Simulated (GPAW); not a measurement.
# CdTe (F-43m) in GPAW: notebook

The runs below take CdTe through band structure, equation of state, with MS2, mBEEF, vdW-DF-cx, revPBE+D3(BJ).

All numbers are computed with GPAW 26.7.0; they aren't measurements. Logs are shortened: lines on timing, memory, paths and dates and some standing lists are left out, and cuts for length are marked. The log counts tension as positive stress, the text compression.

**Measured values to compare with.**

From a printed reference work, data compilation, for a bulk crystal of CdTe at 0 K: band gap 1.607 eV.

“Multiscale insight into the Cd1-xZnxTe vibrational-mechanical properties -- High-pressure experiments and ab initio calculations”, 2023, arxiv:2306.14539 quotes, for a powder of CdTe: bulk modulus 42 ± 2 GPa.

The results are compared with them further down.

**1. The structure**

Symmetry: F-43m, No. 216, cubic system. Conventional cell: a = 6.410 Å, b = 6.410 Å, c = 6.410 Å, α = 90.00°, β = 90.00°, γ = 90.00°. Around Te (site symmetry -43m) lie 4 Cd at 2.78 Å. Cd (site symmetry -43m) is surrounded by 4 Te at 2.78 Å.

**2. Band structure, MS2, spin-orbit coupling, no magnetisation**

run.py reads:

```python
import numpy as np
from ase import Atoms
from ase.dft.bandgap import bandgap
from ase.io import write
from ase.units import GPa
from gpaw import GPAW, PW
from gpaw.spinorbit import soc_eigenstates

atoms = Atoms(['Te', 'Cd'],
              cell=[[0.0, 3.205, 3.205],
                    [3.205, 0.0, 3.205],
                    [3.205, 3.205, 0.0]],
              scaled_positions=[[0.75, 0.75, 0.75],
                                [0.0, 0.0, 0.0]],
              pbc=True)

calc = GPAW(mode=PW(600),
            xc='MGGA_X_MS2+GGA_C_REGTPSS',
            kpts={'size': (6, 6, 6), 'gamma': True},
            occupations={'name': 'fermi-dirac', 'width': 0.05},
            nbands=18,
            convergence={'density': 1e-05, 'energy': 1e-05},
            maxiter=150,
            txt='gpaw.txt')
atoms.calc = calc
energy = atoms.get_potential_energy()
forces = atoms.get_forces()
stress = atoms.get_stress()
calc.write('gs.gpw')
write('result.traj', atoms)
print(f'Energy: {energy:.6f} eV')
print('Forces (eV/A):')
print(forces.round(4))
print('Stress (GPa):', (stress / GPa).round(3))
print('Fermi level:', round(calc.get_fermi_level(), 4), 'eV')
print(f'Gap: {bandgap(calc)[0]:.4f} eV, direct: {bandgap(calc, direct=True)[0]:.4f} eV')

path = atoms.cell.bandpath('GXWKGLUWLK,UX', npoints=60, eps=1e-4)
bs_calc = calc.fixed_density(kpts=path, symmetry='off', nbands=31,
                             convergence={'bands': 'CBM+6.0', 'eigenstates': 1e-6}, txt='bands.txt')
bs = bs_calc.band_structure()
bs.write('bs.json')
print(f'Gap on the path: {bandgap(bs_calc)[0]:.4f} eV')

soc = soc_eigenstates(bs_calc, theta=90, phi=45, ignore_xc_potential=True)
np.savetxt('soc_bands.dat', soc.eigenvalues(), fmt='%.4f')
mesh = soc_eigenstates('gs.gpw', theta=90, phi=45, ignore_xc_potential=True)
np.savetxt('soc_mesh.dat', mesh.eigenvalues(), fmt='%.4f')
print('Fermi level with spin-orbit coupling:', round(mesh.fermi_level, 4), 'eV')
```

Potentials or basis: GPAW PAW data sets (gpaw-data 1.2.1), pw.

The run is started by

```console
$ OMP_NUM_THREADS=1 python run.py
```

gpaw.txt:

```text
__  _  _
 | _ |_)|_||  |
 |__||  | ||/\| - 26.7.0

Input parameters:
  mode=PW(ecut=600.0),
  convergence={'density': 1e-05, 'energy': 1e-05},
  kpts=MonkhorstPack(size=(6, 6, 6), gamma=True),
  maxiter=150,
  nbands=18,
  occupations=Occupations(name='fermi-dirac', width=0.05),
  xc=XC(name='MGGA_X_MS2+GGA_C_REGTPSS')

Diagonalizing LCAO Hamiltonian
Converting LCAO to pw mode

                      Te

       Cd

Atoms  # Å, Bohr magnetons
|   | symbol |        x |        y |        z |    initial magnetic moments |
|---|--------|----------|----------|----------|-----------------------------|
| 0 |     Te | 4.807500 | 4.807500 | 4.807500 | ( 0.0000,  0.0000,  0.0000) |
| 1 |     Cd | 0.000000 | 0.000000 | 0.000000 | ( 0.0000,  0.0000,  0.0000) |

Unit cell  # Å
| periodic |        x |        y |        z |  lengths |    angles |
|----------|----------|----------|----------|----------|-----------|
|      yes | 0.000000 | 3.205000 | 3.205000 | 4.532554 | 60.000000 |
|      yes | 3.205000 | 0.000000 | 3.205000 | 4.532554 | 60.000000 |
|      yes | 3.205000 | 3.205000 | 0.000000 | 4.532554 | 60.000000 |

Number of symmetries: 24
Symmetry operations  # r_c * U_cc + t_c -> r_c
|    | kind |            matrix            |
|----|------|------------------------------|
|  0 |  E   |  1, 0, 0,  0, 1, 0,  0, 0, 1 |
|  1 |  σ   |  1, 0, 0,  0, 0, 1,  0, 1, 0 |
|  2 |  σ   |  1, 0,-1,  0, 1,-1,  0, 0,-1 |
|  3 |  C3  |  1, 0,-1,  0, 0,-1,  0, 1,-1 |
|  4 |  C3  |  1,-1, 0,  0,-1, 1,  0,-1, 0 |
|  5 |  σ   |  1,-1, 0,  0,-1, 0,  0,-1, 1 |
|  6 |  σ   |  0, 1, 0,  1, 0, 0,  0, 0, 1 |
|  7 |  C3  |  0, 1, 0,  0, 0, 1,  1, 0, 0 |
|  8 |  C2  |  0, 1,-1,  1, 0,-1,  0, 0,-1 |
|  9 |  S4  |  0, 1,-1,  0, 0,-1,  1, 0,-1 |
| 10 |  C3  |  0, 0, 1,  1, 0, 0,  0, 1, 0 |
| 11 |  σ   |  0, 0, 1,  0, 1, 0,  1, 0, 0 |
| 12 |  S4  |  0, 0,-1,  1, 0,-1,  0, 1,-1 |
| 13 |  C3  |  0, 0,-1,  0, 1,-1,  1, 0,-1 |
| 14 |  S4  |  0,-1, 1,  1,-1, 0,  0,-1, 0 |
| 15 |  C2  |  0,-1, 1,  0,-1, 0,  1,-1, 0 |
| 16 |  C3  |  0,-1, 0,  1,-1, 0,  0,-1, 1 |
| 17 |  S4  |  0,-1, 0,  0,-1, 1,  1,-1, 0 |
| 18 |  S4  | -1, 1, 0, -1, 0, 1, -1, 0, 0 |
| 19 |  C3  | -1, 1, 0, -1, 0, 0, -1, 0, 1 |
| 20 |  C3  | -1, 0, 1, -1, 1, 0, -1, 0, 0 |
| 21 |  S4  | -1, 0, 1, -1, 0, 0, -1, 1, 0 |
| 22 |  σ   | -1, 0, 0, -1, 1, 0, -1, 0, 1 |
| 23 |  C2  | -1, 0, 0, -1, 0, 1, -1, 1, 0 |

BZ-sampling:
  Number of BZ points: 216
  Number of IBZ points: 16

  Monkhorst-Pack size: [6, 6, 6]
  Monkhorst-Pack shift: [0.08333333333333333, 0.08333333333333333, 0.08333333333333333]

K-points  # in reciprocal-cell coordinates
|     |                                coordinates |     weight |
|-----|--------------------------------------------|------------|
|   0 | (  0.00000000,   0.00000000,   0.00000000) | 0.00462963 |
|   1 | (  0.16666667,   0.16666667,   0.00000000) | 0.02777778 |
|   2 | (  0.16666667,   0.16666667,   0.16666667) | 0.03703704 |
|   3 | (  0.33333333,   0.16666667,   0.16666667) | 0.05555556 |
|   4 | (  0.33333333,   0.33333333,  -0.33333333) | 0.05555556 |
|   5 | (  0.33333333,   0.33333333,   0.00000000) | 0.02777778 |
|   6 | (  0.33333333,   0.33333333,   0.16666667) | 0.11111111 |
|   7 | (  0.33333333,   0.33333333,   0.33333333) | 0.03703704 |
|   8 | (  0.50000000,   0.33333333,  -0.33333333) | 0.11111111 |
|   9 | (  0.50000000,   0.33333333,  -0.16666667) | 0.05555556 |
| ... |                                            |            |
|  15 | (  0.50000000,   0.50000000,   0.50000000) | 0.01851852 |

Plane wave coefficients: 2215
Cutoff: 600.0 eV

Spin-components: 1 (collinear spins)
Bands:           18
Projectors:      11
Spin-degeneracy: 2
Datatype:        complex128

Parallelization:
  kpt:    1
  domain: 1
  band:   1

Density:
  Valence electrons: 18.0
  Components: 1
  Grid points: [27 27 27]
  Charge: 0.0  # |e|

Potential:
  Grid points: [27 27 27]

species:
  Te:
    name:    Tellurium
    Z:       52.0
    valence: 6
    core:    46
    charge:  0.0  # [|e|]
    compensation charges:
      type: gauss
      rc: 0.36  # [Å]
      lmax: 2
    cutoffs:
      filter: 2.09  # [Å]
      core: 3.17  # [Å]
    projectors
    | kind |    occ | energy [eV] | rcut [Å] |
    |------|--------|-------------|----------|
    |   5s |  2.000 |     -15.089 |    1.180 |
    |   5p |  4.000 |      -5.955 |    1.196 |
    |    s |        |      12.123 |    1.180 |
    |    p |        |      21.256 |    1.196 |
    |    d |        |       0.000 |    1.238 |

    Using partial waves for Te as LCAO basis

  Cd:
    name:    Cadmium
    Z:       48.0
    valence: 12
    core:    36
    charge:  0.0  # [|e|]
    compensation charges:
      type: gauss
      rc: 0.38  # [Å]
      lmax: 2
    cutoffs:
      filter: 2.12  # [Å]
      core: 2.62  # [Å]
    projectors
    | kind |    occ | energy [eV] | rcut [Å] |
    |------|--------|-------------|----------|
    |   5s |  2.000 |      -5.655 |    1.191 |
    |   5p |  0.000 |      -1.186 |    1.228 |
    |   4d | 10.000 |     -11.739 |    1.164 |
    |    s |        |      21.556 |    1.191 |
    |    p |        |      26.026 |    1.228 |
    |    d |        |      15.473 |    1.164 |

    Using partial waves for Cd as LCAO basis

Reference energy: -336963.801770  # eV

eigensolver:
  PPCG
  Converge bands: occupied
  niter=2

density mixing:
  MSR1-Mixer
  Pratt-step length: 0.05
  Maximum mixing coefficient: 0.75
  Old densities: 10
  SVD Regularization: 0.005
  Good broyden scale: 1.0
  Trust region scale: 1.0
  Backstep threshold: 4.0
  History deletion threshold: 6.0
  Fourier metric: weight=20.0, sigma=0.015

occupation numbers:
  Fermi-Dirac:
    width: 0.0500  # eV

poisson solver:
  ecut: 4800.0  # eV

xc functional:
  name: MGGA_X_MS2+GGA_C_REGTPSS with 2 nearest neighbor stencil

convergence criteria:
[... 6 lines left out ...]
|iter     | |      energy | eigst |  dens |
|---------|-|-------------|-------|-------|
|iter:   1| |    2.420764 | +0.13 |       |
|iter:   2| |    7.809516 | -0.54 | -1.19 |
|iter:   3| |    7.877443 | -2.41 | -1.30 |
|iter:   4| |    7.929501 | -2.40 | -1.39 |
|iter:   5| |    7.928167 | -2.45 | -1.54 |
|iter:   6| |    7.923770 | -3.36 | -1.75 |
|iter:   7| |    7.923273 | -3.86 | -2.33 |
|iter:   8| |    7.923228 | -5.22 | -3.03 |
|iter:   9| |    7.923221c| -6.07 | -3.33 |
|iter:  10| |    7.923221c| -7.02 | -3.62 |
|iter:  11| |    7.923222c| -7.63c| -3.69 |
|iter:  12| |    7.923224c| -7.04 | -3.77 |
|iter:  13| |    7.923224c| -7.42c| -4.22 |
|iter:  14| |    7.923224c| -7.80c| -5.14c|

Converged in 14 steps
Energy contributions relative to reference atoms: (reference = -336963.801770)

Energy contributions:
  Kinetic:          10.956689
  Coulomb:          -8.995238
  Zero:             -0.087547
  External:          0.000000
  Xc:                6.049319
  Entropy:          -0.000000
  Spinorbit:         0.000000
  ----------------------------
  Free energy:       7.923223
  Extrapolated:      7.923224

dipole moment: (-16.416489, -16.416489, -16.416489)  # |e|*Ang

Fermi level: 4.527
Eigenvalues  # (at kpt = [0.000, 0.000, 0.000])
| band index |      eig [eV] | occ [0-2] |
|------------|---------------|-----------|
|          0 |        -7.440 |     2.000 |
|          1 |        -4.474 |     2.000 |
|          2 |        -4.474 |     2.000 |
|          3 |        -4.474 |     2.000 |
|          4 |        -4.169 |     2.000 |
|          5 |        -4.169 |     2.000 |
[... 10 lines left out ...]
|         16 |        14.082 |     0.000 |
|         17 |        14.082 |     0.000 |

Gap: 1.121 eV
Transition (v -> c):
  (s=0, k=0, n=8, [0.00, 0.00, 0.00]) -> (s=0, k=0, n=9, [0.00, 0.00, 0.00])
No difference between direct/indirect transitions

Forces  # eV/Ang
|       x |        y |       z |
|---------|----------|---------|
| 0.00000 |  0.00000 | 0.00000 |  # Te   0
| 0.00000 | -0.00000 | 0.00000 |  # Cd   1

Stress tensor  # eV/Ang^3
|         x |         y |         z |
|-----------|-----------|-----------|
| -0.010990 | -0.000000 | -0.000000 |
| -0.000000 | -0.010990 |  0.000000 |
| -0.000000 |  0.000000 | -0.010990 |

# Writing to gs.gpw (mode='')
```

Wall time 3.3 min (1 thread of Arm Neoverse V1, shared host); peak memory 0.46 GiB.

What came out:

```yaml
Free_energy: 7.9232 eV
Pressure: 1.8 GPa
Band_gap_on_the_k_mesh: 0.81 eV, direct
Band_gap_along_the_path: 0.82 eV, direct
```

Levels at the corners of the path, in eV from the valence-band top:
```tsv
point	band 16	band 17	band 18	band 19	band 20	band 21
Γ	0.00	0.00	0.00	0.82	0.82	4.09
X	-2.52	-2.15	-2.15	2.23	2.23	2.47
W	-2.65	-2.64	-2.62	4.00	4.36	4.45
K	-2.95	-1.98	-1.94	2.63	2.65	4.26
Γ	0.00	0.00	0.00	0.82	0.82	4.09
L	-1.44	-0.87	-0.87	1.72	1.72	4.86
U	-2.95	-1.98	-1.94	2.63	2.65	4.26
W	-2.65	-2.64	-2.62	4.00	4.36	4.45
L	-1.44	-0.87	-0.87	1.72	1.72	4.86
K	-2.95	-1.98	-1.94	2.63	2.65	4.26
U	-2.95	-1.98	-1.94	2.63	2.65	4.26
X	-2.52	-2.15	-2.15	2.23	2.23	2.47
```

Caveat: spin-orbit coupling was added after a scalar SCF, so levels and gaps hold it while energy, forces, pressure and moments don't; this program's spin-orbit splittings come out too wide for heavy elements; the PAW data sets were made with another functional, which shifts forces and pressure a little.

**3. Equation of state, mBEEF**

run.py reads:

```python
from ase.eos import EquationOfState
from ase.io import Trajectory, read
from ase.units import GPa
from gpaw import GPAW, PW

atoms = read('CdTe.xyz')

traj = Trajectory('eos.traj', 'w')
volumes, energies = [], []
for x in [0.94, 0.96, 0.98, 1.0, 1.02, 1.04, 1.06]:
    a = atoms.copy()
    a.set_cell(atoms.cell * x**(1 / 3), scale_atoms=True)
    calc = GPAW(mode=PW(600),
                xc='mBEEF',
                kpts={'size': (6, 6, 6), 'gamma': True},
                occupations={'name': 'fermi-dirac', 'width': 0.05},
                nbands=18,
                convergence={'density': 1e-05, 'energy': 1e-05},
                maxiter=150,
                txt=f'eos-{x:.2f}.txt')
    a.calc = calc
    energies.append(a.get_potential_energy(force_consistent=True))
    volumes.append(a.get_volume())
    p = -a.get_stress()[:3].mean() / GPa
    calc.write(f'eos-{x:.2f}.gpw')
    traj.write(a)
    print(f'{x:.2f} {volumes[-1]:10.4f} A^3 {energies[-1]:14.6f} eV {p:9.3f} GPa', flush=True)

v0, e0, B = EquationOfState(volumes, energies, eos='birchmurnaghan').fit()
print(f'V0 = {v0:.4f} A^3, E0 = {e0:.6f} eV, B0 = {B / GPa:.2f} GPa')
```

CdTe.xyz reads:

```xyz
2
Lattice="0.0000000000 3.2050000000 3.2050000000 3.2050000000 0.0000000000 3.2050000000 3.2050000000 3.2050000000 0.0000000000" Properties=species:S:1:pos:R:3 pbc="T T T"
Te     4.8075000000      4.8075000000      4.8075000000
Cd     0.0000000000      0.0000000000      0.0000000000
```

Potentials or basis: GPAW PAW data sets (gpaw-data 1.2.1), pw.

The run is started by

```console
$ OMP_NUM_THREADS=1 python run.py
```

It took 7.2 min on 1 thread of Arm Neoverse V1, shared host; peak memory 1 GiB.

It converged, with:

- Equilibrium volume: 35.17 Å³/atom (rough: see the caveat)
- Bulk modulus: 36 GPa (rough)

Energy against volume, from the lowest point:
```tsv
volume (Å³/atom)	energy (meV/atom)
30.947	72.88
31.605	49.88
32.263	31.86
32.922	18.26
33.580	8.69
34.239	2.72
34.897	0.00
```

Caveat: the minimum lies outside the volumes run; the PAW data sets were made with another functional, which shifts forces and pressure a little. Spin-orbit coupling is left out, which matters for the levels of Te.

(Part 1 of 2 ends here.)
